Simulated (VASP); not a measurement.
Input of a VASP 6.6.1 run:

File INCAR:

```
SYSTEM = SnSe
ALGO = Normal ; EDIFF = 1E-6
ENCUT = 520 ; GGA = PE
ISIF = 2 ; ISMEAR = -1
LASPH = .True. ; LCHARG = .False.
LREAL = .False. ; LWAVE = .False.
NBANDS = 17 ; NELM = 60
PREC = Accurate ; SIGMA = 0.02
```

KPOINTS

```
k-points
0
Gamma
  4 4 4
  0 0 0
```

File POSCAR:

```
SnSe
1.0
    0.0000000000      3.3639842986      3.3639842986
    3.3639842986      0.0000000000      3.3639842986
    3.3639842986      3.3639842986      0.0000000000
Sn Se
1 1
Direct
    0.0000000000      0.0000000000      0.0000000000
    0.2500000000      0.2500000000      0.2500000000
```

Potentials or basis: VASP PAW PBE potentials, release 64 (Sn_d, Se).

Launch:

```sh
$ cat potpaw_PBE.64/Sn_d/POTCAR potpaw_PBE.64/Se/POTCAR > POTCAR
$ mpirun -np 1 vasp_std > vasp.out
```

Estimate the band gap on the k mesh.

none (metal or under the smearing width).

What does it give for the pressure?

0.2 GPa.

Caveat: the k mesh is coarse (spacing up to 0.40 Å⁻¹), so the values aren't converged.
